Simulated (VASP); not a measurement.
Write the native input for VASP 6.6.1 that does the following.

* Task: single point
* Functional: PBE
* Potentials or basis: VASP PAW PBE potentials, release 64 (B, N)
* Cutoff: 520 eV
* k mesh: 6 × 6 × 1
* Occupations: gaussian, width 0.05 eV
* Spin: no spin polarisation
* Dipole correction: yes
* Further INCAR settings: ALGO = Normal; EDIFF = 1e-07

The structure of BN lies in POSCAR:

```
BN                                      
1.0
    2.5078278373     -0.0000000000     -0.0000000000
   -1.2539139186      2.1718426157     -0.0000000000
    0.0000000000      0.0000000000     27.7402165691
  B               N             
     4     4
Direct
     0.6666666667000030    0.3333333333999988    0.3202959566733614
     0.3333333332999970    0.6666666666000012    0.4401156667729118
     0.6666666667000030    0.3333333333999988    0.5598843332270883
     0.3333333332999970    0.6666666666000012    0.6797040433266385
     0.3333333332999970    0.6666666666000012    0.3202351311481220
     0.6666666667000030    0.3333333333999988    0.4401117933634616
     0.3333333332999970    0.6666666666000012    0.5598882066365385
     0.6666666667000030    0.3333333333999988    0.6797648688518778
```

These files were run (other wordings do the same):

INCAR

```
SYSTEM = BN
PREC = Accurate ; ENCUT = 520
EDIFF = 1E-7 ; ISMEAR = 0
SIGMA = 0.05 ; LREAL = .FALSE.
LASPH = .TRUE. ; NELM = 100
ALGO = Normal ; ISIF = 2
LWAVE = .FALSE. ; LCHARG = .FALSE.
LDIPOL = .TRUE. ; IDIPOL = 3
DIPOL = 0.5 0.5 0.500 ; GGA = PE
LVHAR = .TRUE. ; LVACPOTAV = .TRUE.
```

KPOINTS

```
regular mesh
0
G
  6 6 1
  0 0 0
```

Potentials or basis: VASP PAW PBE potentials, release 64 (B, N).

Run with:

```sh
$ cat potpaw_PBE.64/B/POTCAR potpaw_PBE.64/N/POTCAR > POTCAR
$ mpirun -np 1 vasp_std > vasp.out
```

It gave:

The largest force is 0.055 eV/Å and the band gap on the k mesh is 4.32 eV, indirect (least direct gap 4.67 eV). The ionisation potential of the upper face is 5.86 eV.

Caveat: the k mesh is coarse (spacing up to 0.48 Å⁻¹), so the values aren't converged.

Run time: 34 s on 1 thread of Intel(R) Xeon(R) 6975P-C (Granite Rapids) (shared host), peak memory 0.26 GiB.
